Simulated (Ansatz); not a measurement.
# Bi (P2/m) in Ansatz: a series of runs

One crystal, Bi, is run at these levels: HSE06; tasks: single point, equation of state.

Everything below comes from runs of Ansatz 0.2.0. Logs are shortened: lines on timing, memory, paths and dates and some standing lists are left out, and cuts for length are marked.

### Step 1. Starting point

It takes space group P2/m (No. 10, monoclinic). The conventional cell has a = 3.238 Å, b = 3.222 Å, c = 6.444 Å, α = 90.00°, β = 90.72°, γ = 90.00°. Around Bi (site symmetry m) lie 6 Bi at 3.22 to 3.24 Å.

This isn't the form of Bi at room conditions, which is rhombohedral.

### Step 2. Single point, HSE06, 31.60 Å³/atom (volume scaled by 0.94)

Input file input:

```
crystal:
  lattice:
    - [3.1722683854, 0.0, 0.0]
    - [0.0, 3.1558770435, 0.0]
    - [-0.0788124821, 0.0, 6.312343943]
  atoms:
    - { symbol: Bi, position: [0.54424725, 0.0, 0.74957789] }
    - { symbol: Bi, position: [0.45575275, 0.0, 0.25042211] }
hamiltonian:
  xc: hse06
  pseudopotentials: { kind: paw }
kpoints:
  mp_grid: { grid: [6, 6, 4] }
scf:
  occupations: { method: fermi_dirac, width: 0.05 }
output:
  forces: true
  stress: true
  eigenvalues: true
  write_density: true
  write_potential: true
  elf: true
  volumetric_format: npy
```

Potentials or basis: Ansatz PAW.

What it wrote:

```text
Warning: output.stress: scf.convergence.dr2_threshold = 1e-7 eV (the SCF's general default) is looser than the 2e-10 eV advised for a printed stress (1e-10 eV for each atom of the cell: 2). What an SCF threshold leaves in a stress goes as its square root, and in the free energy as the threshold itself, and one threshold admits the most on a small cell: of the crystals measured, under no hybrid functional and no lock of the moments, on runs that ended without the residual-converged pass, on stresses that held no estimate of that error, the worst erred by over 100 MPa in a component at 1e-7 eV an atom and by under 5 at 1e-10. Set scf.convergence.dr2_threshold to 2e-10 eV or tighter. The threshold is an SCF's pass mark: one that does not reach it within its budget of iterations ends unconverged, or closes short of it on a stop that the run arms, and scf.convergence.dr2_threshold's page says what that costs each kind of run
Warning: output.stress: scf.exx.energy_threshold = 1e-6 eV is looser than the 2e-8 eV advised for a stress under a hybrid functional (1e-8 eV for each atom of the cell: 2). Every SCF of the exchange loop can meet its threshold on dr2 while the loop round them stops early: no threshold on dr2 bounds what that leaves in the stress. Set scf.exx.energy_threshold to 2e-8 eV or tighter. The threshold is the loop's pass mark: a loop that does not reach it within its budget of cycles ends unconverged, and scf.exx.energy_threshold's page has the law
GPUs: using 1 of 1 available (devices: 1).
Engine: ansatz 0.2.0, x86_64-unknown-linux-gnu
Pseudopotentials: kind: paw
Pseudopotential: Bi, paw, valence charge 15, recommended cutoff 420 eV (normal), Bi.paw.azcp
Functional definition: HSE06
  parameter a = 0.25
  parameter omega = 0.11/bohr
  exchange = pbe_x - a*pbe_x_sr(omega) + a*exact_x_sr(omega)
  correlation = pbe_c
device memory: the entry about to start is reckoned to put 1.1 GiB on a device that reports 74.3 GiB free (of which the cap on the GPU budget leaves the run 18.0 GiB)
GPU FFT provider: cuFFT
GPU libraries: cuBLAS 13.8.2, cuFFT 12.4.0, cuSOLVER 12.3.4
Crystal: 2 atoms, lattice volume = 63.195 Å³
Basis set: ecut = 420 eV, 1235 PW (Γ), exchange–correlation on 48×48×90 points (8 copies of the dense FFT grid, shifted against one another)
Bands: 19, of which v1, the nominal top of the filled ones, is band 15 counted from 1 (14 counted from 0)
Symmetry: 4 space group operations
Space group: P2/m (ITA 10), of the structure as read, at distance tolerance 4.0e-5 Å
k-points: 56 of 144
Non-local potential: Bi, projectors of the file, l = 0: 2, l = 1: 2, l = 2: 2, l = 3: 2
PAW form: soft (Blöchl's): semilocal exchange-correlation on the pseudo side does not see the compensation charge
PAW frozen core: Bi, regenerated for the run's functional, and the local potential with it (the file was generated under x = pbe(κ = 0.804, μ = 0.2195149727645171), c = pbe(β = 0.06672455060314922))
PAW one-centre angular grid: Bi, 590 points (default); XC on 64 Gauss nodes
Initial density: superposition of atomic densities (neutral atoms: chi_scale 0, normalization atom), corrected by the library's trained network
Initial wavefunctions: pseudopotential atomic-orbital guess
GPU buffer pool allocated for 25920 grid points (all kernels)
GPU transforms: local potential and band sums: pruned to the plane-wave sphere, on 24×24×45
Functional: x = pbe(κ = 0.804, μ = 0.2195149727645171), c = pbe(β = 0.06672455060314922), warm-up for x = pbe(κ = 0.804, μ = 0.2195149727645171) + 0.25 (exact − pbe) at short range (hse, ω = 0.20786987370883472 Å⁻¹), c = pbe(β = 0.06672455060314922); HSE06 as pw.x's `hse` composes it (authors' and Libxc's form: `xc: wpbeh`)
SCF iter   1: F=—  HF=-24792.960387 eV  |F-HF|=—  |Δ(HF+E_count)|=         —  Δρ=1.11e-3  dr2=1.01e-3  ethr=1.77e-3  ⟨swp⟩=12.8  Hψ=4751  notcnv=1
preconditioner: auto → Kerker (q_TF=auto, 2.410 Å⁻¹)  [metal: Δε(μ)=0.057 eV  Ē_g=20.838 eV  σ=0.050 eV  W_gap=0.28  n_scr=16 (ndim 8)  ℏωp=25.6 eV  f_vac=0.000  D(μ)=1.08/eV (n_scr^D=2)]
SCF iter   2: F=—  HF=-24792.961570 eV  |F-HF|=—  |Δ(HF+E_count)|=   1.18e-3  Δρ=7.23e-4  dr2=4.88e-4  ethr=3.37e-6  ⟨swp⟩=5.8  Hψ=3889  notcnv=0  defer=25
iter 3 solved again at ethr=7.89e-8 eV; its pass at ethr=1.63e-6 eV (dr2=2.37e-5 eV) is discarded
SCF iter   3: F=—  HF=-24792.961534 eV  |F-HF|=—  |Δ(HF+E_count)|=   3.58e-5  Δρ=1.44e-4  dr2=2.21e-5  ethr=7.89e-8  ⟨swp⟩=3.3  Hψ=4330  notcnv=0  defer=8
SCF iter   4: F=—  HF=-24792.961541 eV  |F-HF|=—  |Δ(HF+E_count)|=   6.87e-6  Δρ=5.02e-5  dr2=1.75e-6  ethr=7.37e-8  ⟨swp⟩=3.2  Hψ=2150  notcnv=0  defer=7
SCF iter   5: F=—  HF=-24792.961542 eV  |F-HF|=—  |Δ(HF+E_count)|=   1.46e-6  Δρ=1.53e-5  dr2=1.27e-7  ethr=5.82e-9  ⟨swp⟩=3.8  Hψ=2676  notcnv=0  defer=6
SCF iter   6: F=—  HF=-24792.961542 eV  |F-HF|=—  |Δ(HF+E_count)|=   1.08e-7  Δρ=3.85e-6  dr2=1.12e-8  ethr=4.23e-10  ⟨swp⟩=3.3  Hψ=2299  notcnv=0  defer=6
SCF iter   7: F=-24792.961542 eV  HF=-24792.961542 eV  |F-HF|=6.22e-10  |Δ(HF+E_count)|=   1.05e-8  Δρ=1.06e-6  dr2=9.27e-10  ethr=3.73e-11  ⟨swp⟩=3.7  Hψ=2411  notcnv=0  defer=4
SCF 1 converged in 7 iterations: F = -24792.961542 eV  dr2 = 9.27e-10
device memory: the entry about to start is reckoned to put 1.7 GiB (of the 1.8 GiB reckoned in all, the device holds 0.1 GiB already) on a device that reports 74.2 GiB free (of which the cap on the GPU budget leaves the run 17.9 GiB)
GPU FFT provider: cuFFT
GPU libraries: cuBLAS 13.8.2, cuFFT 12.4.0, cuSOLVER 12.3.4
Initial density: handed on by an earlier stage of this run
Initial wavefunctions: those handed on with the density
GPU buffer pool allocated for 25920 grid points (all kernels)
GPU transforms: local potential and band sums: pruned to the plane-wave sphere, on 24×24×45
Functional: x = pbe(κ = 0.804, μ = 0.2195149727645171) + 0.25 (exact − pbe) at short range (hse, ω = 0.20786987370883472 Å⁻¹), c = pbe(β = 0.06672455060314922); HSE06 as pw.x's `hse` composes it (authors' and Libxc's form: `xc: wpbeh`)
Exchange kernel: α = 0.2500, screened, ω = 0.2079 Å⁻¹, Wigner–Seitz truncation, v(0) = 1045.0731 eV·Å³, q-mesh 6×6×4, nearest image of the exchange supercell L = 18.94 Å, pair-density grid 15×15×30, without the augmentation charges, whose exchange is taken in its separable form by FFT convolution over the k-point mesh (sized by the pseudopotential files, 24×24×45 at the most), smooth part of the exact exchange by density-matrix convolution in up to 3.65 GiB of GPU memory as planned if the GPU has room (build and FFT work areas not counted)
Frozen-core exchange: fock
iter 1 solved again at ethr=1.62e-5 eV; its pass at ethr=1.00e-1 eV (dr2=4.85e-3 eV) is discarded
SCF iter   1: F=—  HF=-24800.495935 eV  |F-HF|=—  |Δ(HF+E_count)|=         —  Δρ=4.18e-3  dr2=5.74e-3  ethr=1.62e-5  ⟨swp⟩=4.8  Hψ=5972  notcnv=0
preconditioner: auto → Kerker (q_TF=auto, 2.410 Å⁻¹)  [metal: Δε(μ)=0.053 eV  Ē_g=22.853 eV  σ=0.050 eV  W_gap=0.25  n_scr=16 (ndim 8)  ℏωp=25.6 eV  f_vac=0.000  D(μ)=0.74/eV (n_scr^D=2)]
SCF iter   2: F=—  HF=-24800.494966 eV  |F-HF|=—  |Δ(HF+E_count)|=   9.69e-4  Δρ=2.06e-3  dr2=1.79e-3  ethr=1.62e-5  ⟨swp⟩=2.2  Hψ=1930  notcnv=0
SCF iter   3: F=—  HF=-24800.494683 eV  |F-HF|=—  |Δ(HF+E_count)|=   2.83e-4  Δρ=3.00e-4  dr2=3.41e-4  ethr=4.24e-6  ⟨swp⟩=3.2  Hψ=2506  notcnv=0
SCF iter   4: F=—  HF=-24800.498532 eV  |F-HF|=—  |Δ(HF+E_count)|=   3.85e-3  Δρ=4.66e-4  dr2=7.03e-5  ethr=1.99e-7  ⟨swp⟩=4.4  Hψ=3916  notcnv=0
SCF iter   5: F=—  HF=-24800.498515 eV  |F-HF|=—  |Δ(HF+E_count)|=   1.67e-5  Δρ=4.06e-5  dr2=4.97e-6  ethr=1.99e-7  ⟨swp⟩=3.2  Hψ=2061  notcnv=0
SCF iter   6: F=-24800.498556 eV  HF=-24800.498556 eV  |F-HF|=2.24e-7  |Δ(HF+E_count)|=   4.07e-5  Δρ=4.75e-5  dr2=7.96e-7  ethr=4.64e-9  ⟨swp⟩=5.1  Hψ=3984  notcnv=0  defer=8
SCF 2 stopped early in 6 iterations: F = -24800.498556 eV  dr2 = 7.96e-7
  Residual-converged pass: ⟨swp⟩=3.8  Hψ=2673  notcnv=0  max |occ|·‖R‖ = 6.6e-6 eV (tolerance 6.7e-6 eV)  dr2=7.95e-7  dr2_onsite=1.65e-7  max |Δocc| = 3.7e-10
hybrid outer 1: dexx = +4.135e-3 eV, tail = 1.56e-5 eV
GPU FFT provider: cuFFT
GPU libraries: cuBLAS 13.8.2, cuFFT 12.4.0, cuSOLVER 12.3.4
GPU buffer pool allocated for 25920 grid points (all kernels)
GPU transforms: local potential and band sums: pruned to the plane-wave sphere, on 24×24×45
Exchange kernel: α = 0.2500, screened, ω = 0.2079 Å⁻¹, Wigner–Seitz truncation, v(0) = 1045.0731 eV·Å³, q-mesh 6×6×4, nearest image of the exchange supercell L = 18.94 Å, pair-density grid 15×15×30, without the augmentation charges, whose exchange is taken in its separable form by FFT convolution over the k-point mesh (sized by the pseudopotential files, 24×24×45 at the most), smooth part of the exact exchange by density-matrix convolution in up to 3.65 GiB of GPU memory as planned if the GPU has room (build and FFT work areas not counted)
Frozen-core exchange: fock
SCF iter   1: F=—  HF=-24800.498435 eV  |F-HF|=—  |Δ(HF+E_count)|=         —  Δρ=1.39e-5  dr2=7.69e-8  ethr=2.60e-7  ⟨swp⟩=4.5  Hψ=2290  notcnv=0
preconditioner: auto → Kerker (q_TF=auto, 2.410 Å⁻¹)  [metal: Δε(μ)=0.074 eV  Ē_g=22.827 eV  σ=0.050 eV  W_gap=0.33  n_scr=16 (ndim 8)  ℏωp=25.6 eV  f_vac=0.000  D(μ)=0.70/eV (n_scr^D=2)]
SCF iter   2: F=—  HF=-24800.498435 eV  |F-HF|=—  |Δ(HF+E_count)|=   7.05e-7  Δρ=1.35e-5  dr2=5.53e-8  ethr=2.10e-10  ⟨swp⟩=5.6  Hψ=4263  notcnv=0  defer=11
SCF iter   3: F=—  HF=-24800.498435 eV  |F-HF|=—  |Δ(HF+E_count)|=   9.30e-9  Δρ=8.24e-6  dr2=2.24e-8  ethr=1.81e-10  ⟨swp⟩=2.2  Hψ=1937  notcnv=0  defer=4
SCF iter   4: F=—  HF=-24800.498435 eV  |F-HF|=—  |Δ(HF+E_count)|=   6.49e-9  Δρ=1.30e-6  dr2=3.12e-9  ethr=7.09e-11  ⟨swp⟩=3.1  Hψ=2246  notcnv=0  defer=2
SCF iter   5: F=-24800.498435 eV  HF=-24800.498435 eV  |F-HF|=1.46e-10  |Δ(HF+E_count)|=   1.59e-8  Δρ=7.87e-7  dr2=4.22e-10  ethr=5.02e-12  ⟨swp⟩=5.1  Hψ=3335  notcnv=0  defer=13
SCF 3 converged in 5 iterations: F = -24800.498435 eV  dr2 = 4.22e-10
  Residual-converged pass: ⟨swp⟩=3.9  Hψ=2897  notcnv=0  max |occ|·‖R‖ = 2.7e-7 eV (tolerance 2.7e-7 eV)  dr2=4.25e-10  dr2_onsite=1.96e-11  max |Δocc| = 1.0e-12
hybrid outer 2: dexx = +1.759e-7 eV, tail = 4.54e-9 eV, Δε = 1.72e-3 eV (about 3.97e-5 eV left of the loop's levels), ΔF = 2.02e-3 eV/Å (tail 3.51e-4)
hybrid SCF converged: 2 outer / 11 inner (+7 warm-up), last move |dexx| = 1.76e-7 eV, tail = 4.54e-9 eV
Stability not checked: this state was not tested for a lower state beside it, because the functional holds exact exchange (a hybrid, or Hartree-Fock), whose exchange loop this test does not read (fock_operator; see scf.lower_state_search)
Free energy (F): -24800.498435 eV
Frozen-core exchange: fock
Harris-Foulkes:  -24800.498435 eV  (|F-HF|=1.46e-10)
Internal energy: -24800.492423 eV  (E = F + TS)
E sigma→0 (E₀):  -24800.495429 eV
Entropy (-TS):   -0.006012 eV (-3.006 meV/atom)
Fermi energy:    11.314462 eV
--- Per-component energies (eV) ---
  E_band       = -224.725039
  E_kinetic    = 604.695149
  E_local      = -2924.509828  (includes V_loc(G=0)·N_el)
  E_nonlocal   = 1122.071074
  E_hartree    = 944.834904
  E_xc         = -243.435913
  E_vxc        = -231.008133  (∫ρ·V_xc dr)
  E_exx        = -70.023096  (= α·E_x^exact, valence–valence)
  E_paw        = -21325.380289  (= ΣΔE_a)
  E_vpaw       = -545.596332  (= ΣTr[D̂ρ^β])
  E_aug_tail   = -0.000864  (compensation charges beyond the density's cutoff)
  E_ewald      = -2909.046463
  E_core_change = 0.302903  (= ΣΔE_core)
  E_smearing   = -0.006012  (= −TS)
  E_closure    = 0.000000  (closes the sum)
  Σ components = -24800.498435   (vs F -24800.498435, Δ=3.64e-12)
--- Forces (eV/Å), atoms counted from 1 ---
  atom   1  Bi     0.02501483    -0.00000000     0.04136030
  atom   2  Bi    -0.02501483     0.00000000    -0.04136030
  max |Σ_I F_I| component: 6.94e-18 eV/Å
--- Stress (GPa, compression-positive) ---
        1.748794       0.000000       0.081912
        0.000000       2.404135      -0.000000
        0.081912      -0.000000       9.562566
  P = ⅓ Tr σ = 4.5718 GPa (45.718 kbar)
--- Band table (eV; the first three rows and the last of 56) ---
  k-point 0: bands = ["-13.9846", "-13.9651", "-13.9598", "-13.6321", "-13.6311", "-13.6199", "-13.5319", "-13.5303", "-13.5225", "-13.5172", "-3.8640", "-1.3694", "5.0104", "15.0720", "15.1547", "15.2004", "17.0007", "17.4981", "18.7373"]
  k-point 1: bands = ["-13.9811", "-13.9679", "-13.9129", "-13.6753", "-13.6148", "-13.6147", "-13.5413", "-13.5351", "-13.5290", "-13.5226", "-3.6230", "-1.9493", "6.2263", "12.5325", "15.3732", "15.4572", "16.6823", "17.0393", "19.3269"]
  k-point 2: bands = ["-13.9749", "-13.9741", "-13.8019", "-13.7908", "-13.5788", "-13.5766", "-13.5735", "-13.5725", "-13.5260", "-13.5258", "-2.9424", "-2.9115", "9.0246", "9.0671", "15.9248", "16.0316", "16.1464", "16.1698", "19.8036"]
  k-point 55: bands = ["-13.7942", "-13.7932", "-13.7144", "-13.7088", "-13.7001", "-13.6955", "-13.5647", "-13.5518", "-13.3776", "-13.3771", "2.0568", "2.1102", "8.1535", "8.1778", "8.1935", "8.2102", "13.9012", "14.0267", "14.8333"]
```

Run time: 22 s. Hardware: 1 × NVIDIA H100 80GB HBM3 with 2 threads of AMD EPYC 7R13 (Zen 3), shared host; peak memory 2.5 GiB.

What came out:

* Free energy: -24800.4984 eV
* Pressure: 4.6 GPa
* Largest force: 0.048 eV/Å
* Band gap on the k mesh: none (metal or under the smearing width)

Caveat: spin-orbit coupling is left out, which moves the levels of the heavy elements; the PAW data sets come from PBE, with cores solved anew for the run's functional, which leaves a small shift of forces and pressure; the thresholds are loose for stress.

### Step 3. Single point, HSE06, 32.27 Å³/atom (volume scaled by 0.96)

input: that of step 2 with these lines changed.

```diff
@@ -2,5 +2,5 @@
   lattice:
-    - [3.1722683854, 0.0, 0.0]
-    - [0.0, 3.1558770435, 0.0]
-    - [-0.0788124821, 0.0, 6.312343943]
+    - [3.1946090396, 0.0, 0.0]
+    - [0.0, 3.178102262, 0.0]
+    - [-0.0793675179, 0.0, 6.356798534]
   atoms:
@@ -19,5 +19 @@
   eigenvalues: true
-  write_density: true
-  write_potential: true
-  elf: true
-  volumetric_format: npy
```

Potentials or basis: Ansatz PAW.

Wall time 22 s (1 × NVIDIA H100 80GB HBM3 with 2 threads of AMD EPYC 7R13 (Zen 3), shared host); peak memory 2.5 GiB.

Results (log left out):

```
Free energy            : -24800.5305 eV
Pressure               : 3.1 GPa
Largest force          : 0.040 eV/Å
Band gap on the k mesh : none (metal or under the smearing width)
```

Caveat: spin-orbit coupling is left out, which moves the levels of the heavy elements; the PAW data sets come from PBE, with cores solved anew for the run's functional, which leaves a small shift of forces and pressure; the thresholds are loose for stress.

### Step 4. Single point, HSE06, 32.94 Å³/atom (volume scaled by 0.98)

input: that of step 3 with these lines changed.

```diff
@@ -2,5 +2,5 @@
   lattice:
-    - [3.1946090396, 0.0, 0.0]
-    - [0.0, 3.178102262, 0.0]
-    - [-0.0793675179, 0.0, 6.356798534]
+    - [3.2166415224, 0.0, 0.0]
+    - [0.0, 3.2000209013, 0.0]
+    - [-0.0799148974, 0.0, 6.4006399093]
   atoms:
@@ -19 +19,5 @@
   eigenvalues: true
+  write_density: true
+  write_potential: true
+  elf: true
+  volumetric_format: npy
```

It took 26 s on 1 × NVIDIA H100 80GB HBM3 with 2 threads of AMD EPYC 7R13 (Zen 3), shared host; peak memory 2.6 GiB.

Results (log left out):

```yaml
Free_energy: -24800.5507 eV
Pressure: 1.7 GPa
Largest_force: 0.032 eV/Å
Band_gap_on_the_k_mesh: none (metal or under the smearing width)
```

Caveat: spin-orbit coupling is left out, which moves the levels of the heavy elements; the PAW data sets come from PBE, with cores solved anew for the run's functional, which leaves a small shift of forces and pressure; the thresholds are loose for stress.

### Step 5. Single point, HSE06, 33.61 Å³/atom

input: that of step 4 with these lines changed.

```diff
@@ -2,5 +2,5 @@
   lattice:
-    - [3.2166415224, 0.0, 0.0]
-    - [0.0, 3.2000209013, 0.0]
-    - [-0.0799148974, 0.0, 6.4006399093]
+    - [3.238376246, 0.0, 0.0]
+    - [0.0, 3.22164332, 0.0]
+    - [-0.0804548793, 0.0, 6.4438887882]
   atoms:
@@ -19,5 +19 @@
   eigenvalues: true
-  write_density: true
-  write_potential: true
-  elf: true
-  volumetric_format: npy
```

Run time: 24 s. Hardware: 1 × NVIDIA H100 80GB HBM3 with 2 threads of AMD EPYC 7R13 (Zen 3), shared host; peak memory 2.6 GiB.

Results (log left out):

| Quantity | Value |
| --- | --- |
| Free energy | -24800.5603 eV |
| Pressure | 0.5 GPa |
| Largest force | 0.024 eV/Å |
| Band gap on the k mesh | none (metal or under the smearing width) |

Caveat: spin-orbit coupling is left out, which moves the levels of the heavy elements; the PAW data sets come from PBE, with cores solved anew for the run's functional, which leaves a small shift of forces and pressure; the thresholds are loose for stress.

### Step 6. Single point, HSE06, 34.29 Å³/atom (volume scaled by 1.02)

input: that of step 5 with these lines changed.

```diff
@@ -2,5 +2,5 @@
   lattice:
-    - [3.238376246, 0.0, 0.0]
-    - [0.0, 3.22164332, 0.0]
-    - [-0.0804548793, 0.0, 6.4438887882]
+    - [3.2598230713, 0.0, 0.0]
+    - [0.0, 3.242979328, 0.0]
+    - [-0.0809877086, 0.0, 6.4865647921]
   atoms:
```

Potentials or basis: Ansatz PAW.

It took 23 s on 1 × NVIDIA H100 80GB HBM3 with 2 threads of AMD EPYC 7R13 (Zen 3), shared host; peak memory 2.7 GiB.

It converged, with:

| Quantity | Value |
| --- | --- |
| Free energy | -24800.5604 eV |
| Pressure | -0.5 GPa |
| Largest force | 0.017 eV/Å |
| Band gap on the k mesh | none (metal or under the smearing width) |

Caveat: spin-orbit coupling is left out, which moves the levels of the heavy elements; the PAW data sets come from PBE, with cores solved anew for the run's functional, which leaves a small shift of forces and pressure; the thresholds are loose for stress.

### Step 7. Single point, HSE06, 34.96 Å³/atom (volume scaled by 1.04)

input: that of step 6 with these lines changed.

```diff
@@ -2,5 +2,5 @@
   lattice:
-    - [3.2598230713, 0.0, 0.0]
-    - [0.0, 3.242979328, 0.0]
-    - [-0.0809877086, 0.0, 6.4865647921]
+    - [3.2809913467, 0.0, 0.0]
+    - [0.0, 3.2640382254, 0.0]
+    - [-0.0815136175, 0.0, 6.5286865229]
   atoms:
@@ -19 +19,5 @@
   eigenvalues: true
+  write_density: true
+  write_potential: true
+  elf: true
+  volumetric_format: npy
```

Wall time 25 s (1 × NVIDIA H100 80GB HBM3 with 2 threads of AMD EPYC 7R13 (Zen 3), shared host); peak memory 2.6 GiB.

It converged, with:

| Item | Value |
| --- | --- |
| Free energy | -24800.5520 eV |
| Pressure | -1.5 GPa |
| Largest force | 0.010 eV/Å |
| Band gap on the k mesh | none (metal or under the smearing width) |

Caveat: spin-orbit coupling is left out, which moves the levels of the heavy elements; the PAW data sets come from PBE, with cores solved anew for the run's functional, which leaves a small shift of forces and pressure; the thresholds are loose for stress.

### Step 8. Single point, HSE06, 35.63 Å³/atom (volume scaled by 1.06)

input: that of step 7 with these lines changed.

```diff
@@ -2,5 +2,5 @@
   lattice:
-    - [3.2809913467, 0.0, 0.0]
-    - [0.0, 3.2640382254, 0.0]
-    - [-0.0815136175, 0.0, 6.5286865229]
+    - [3.3018899442, 0.0, 0.0]
+    - [0.0, 3.2848288383, 0.0]
+    - [-0.0820328266, 0.0, 6.5702716347]
   atoms:
@@ -19,5 +19 @@
   eigenvalues: true
-  write_density: true
-  write_potential: true
-  elf: true
-  volumetric_format: npy
```

It took 25 s on 1 × NVIDIA H100 80GB HBM3 with 2 threads of AMD EPYC 7R13 (Zen 3), shared host; peak memory 2.7 GiB.

The run converged. Its results:

| Item | Value |
| --- | --- |
| Free energy | -24800.5359 eV |
| Pressure | -2.3 GPa |
| Largest force | 0.004 eV/Å |
| Band gap on the k mesh | none (metal or under the smearing width) |

Caveat: spin-orbit coupling is left out, which moves the levels of the heavy elements; the PAW data sets come from PBE, with cores solved anew for the run's functional, which leaves a small shift of forces and pressure; the thresholds are loose for stress.

### Step 9. Equation of state, HSE06

Potentials or basis: Ansatz PAW.

No new run: the results of the series are fitted here.

What came out:

```yaml
Equilibrium_volume: 33.95 Å³/atom
Bulk_modulus_at_fixed_shape_and_positions: 54 GPa
Pressure_derivative_of_the_bulk_modulus: 4.6
```

Energy against volume, from the lowest point:
```
volume (Å³/atom)  energy (meV/atom)
          31.597              30.98
          32.270              14.95
          32.942               4.84
          33.614               0.04
          34.286               0.00
          34.959               4.21
          35.631              12.22
```

Caveat: the cell was scaled at fixed shape and fractional positions, which overstates the stiffness of a crystal with free parameters, most of all of layers and chains; the PAW data sets were made with another functional, which shifts forces and pressure a little; spin-orbit coupling is left out, which moves the levels of the heavy elements.
